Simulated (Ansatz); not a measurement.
ZrN:

```xyz
2
Lattice="0.0000 2.3000 2.3000 2.3000 0.0000 2.3000 2.3000 2.3000 0.0000" Properties=species:S:1:pos:R:3 pbc="T T T"
Zr    2.3000    2.3000    2.3000
N     0.0000    0.0000    0.0000
```

| Item | Value |
| --- | --- |
| Program | Ansatz 0.2.0 |
| Task | relaxation of cell and atoms |
| Functional | revPBE |
| Dispersion | D3(BJ) |
| Potentials or basis | Ansatz PAW |
| Cutoff | 420 eV (not typed: the program's choice for these potentials) |
| k mesh | 10 × 10 × 10 |
| Occupations | fermi-dirac, width 0.05 eV |
| Spin | no spin polarisation |

At the start: volume 12.17 Å³/atom.

Q: Where does the relaxation end?

A: It ends after 7 steps and the volume is 11.72 Å³/atom (-3.6 %); space group Fm-3m (No. 225, to 0.05 Å).

Step by step:
| step | energy change (eV) | largest force (eV/Å) | volume (Å³) |
| --- | --- | --- | --- |
| 1 | 0.0000 | 0.0000 | 24.33 |
| 2 | -0.0172 | 0.0000 | 22.90 |
| 3 | -0.0273 | 0.0000 | 23.49 |
| 4 | -0.0274 | 0.0000 | 23.46 |
| 5 | -0.0258 | 0.0000 | 23.46 |
| 6 | -0.0258 | 0.0000 | 23.45 |
| 7 | -0.0258 | 0.0000 | 23.45 |

Final structure:
```xyz
2
Lattice="0.0000 2.2718 2.2718 2.2718 0.0000 2.2718 2.2718 2.2718 0.0000" Properties=species:S:1:pos:R:3 pbc="T T T"
Zr    2.2718    2.2718    2.2718
N     0.0000    0.0000    0.0000
```

Caveat: the plane-wave basis is chosen anew once the cell has moved, so the energies of steps on either side of that aren't comparable; the pressure holds a Pulay correction of +0.3 GPa for the finite cutoff; pairwise dispersion overbinds metals, which lowers pressure and volume; the PAW data sets come from PBE, with cores solved anew for the run's functional, which leaves a small shift of forces and pressure.
